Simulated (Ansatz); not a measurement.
A run of Ansatz 0.2.0 is set up as follows.

input.yaml

```yaml
crystal:
  lattice:
    - [3.27188478, 0.0, 0.0]
    - [0.0, 3.27188478, 0.0]
    - [0.0, 0.0, 3.27188478]
  atoms:
    - { symbol: In, position: [0.0, 0.0, 0.0] }
    - { symbol: Pd, position: [0.5, 0.5, 0.5] }
hamiltonian:
  xc: lda
  pseudopotentials: { kind: paw }
kpoints:
  mp_grid: { grid: [6, 6, 6] }
scf:
  occupations: { method: fermi_dirac, width: 0.05 }
phonons:
  method: dfpt
```

Potentials or basis: Ansatz PAW.

Launch:

```bash
$ ansatz run input.yaml --threads 2 --pin off --max-ram 5632MiB --backend cpu --events-out ev --progress --plain --runs-dir out
```

**Question.** Estimate the highest phonon frequency at Γ.

**Answer.** 128 cm⁻¹.

**Question.** What does it give for the band gap on the k mesh?

**Answer.** None (metal or under the smearing width).

Phonon frequencies in cm⁻¹ (negative: imaginary):
```
              q point        frequencies
(0.000, 0.000, 0.000)  0 0 0 128 128 128
```
